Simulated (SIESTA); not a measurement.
The system is BN.

```
N B
1.0
     0.00000    1.81300    1.81300
     1.81300    0.00000    1.81300
     1.81300    1.81300    0.00000
N B
1 1
Cartesian
  0.9065 0.9065 0.9065
  0.0000 0.0000 0.0000
```

The cell is a database's computed one.

Base run:

```yaml
Program: SIESTA 5.4.2
Functional: PBE
Potentials_or_basis: PseudoDojo 0.4 standard (PBE files)
Basis: TZP (energy shift 0.003 Ry)
Grid_cutoff: 800 Ry
Energy_shift: 0.003 Ry
k_mesh: 13 × 13 × 13
Occupations: fermi-dirac, width 0.05 eV
Spin: no spin polarisation
```

Its results: band gap on the k mesh 4.64 eV, indirect (least direct gap 8.83 eV); pressure 1.9 GPa.

Task: After a change of settings the same cell gave: band gap on the k mesh 6.85 eV, indirect (least direct gap 9.14 eV); pressure 20.2 GPa. Which change was it?
A. basis from TZP (energy shift 0.003 Ry) to SZP (energy shift 0.003 Ry)
B. basis from TZP (energy shift 0.003 Ry) to DZDP (energy shift 0.003 Ry)
C. basis from TZP (energy shift 0.003 Ry) to SZ (energy shift 0.003 Ry)
D. basis from TZP (energy shift 0.003 Ry) to DZP (energy shift 0.003 Ry)

Result: C.

Caveats: the basis of atomic orbitals isn't converged, which shifts pressures, moduli and gaps; the basis has no polarisation orbitals (some runs).
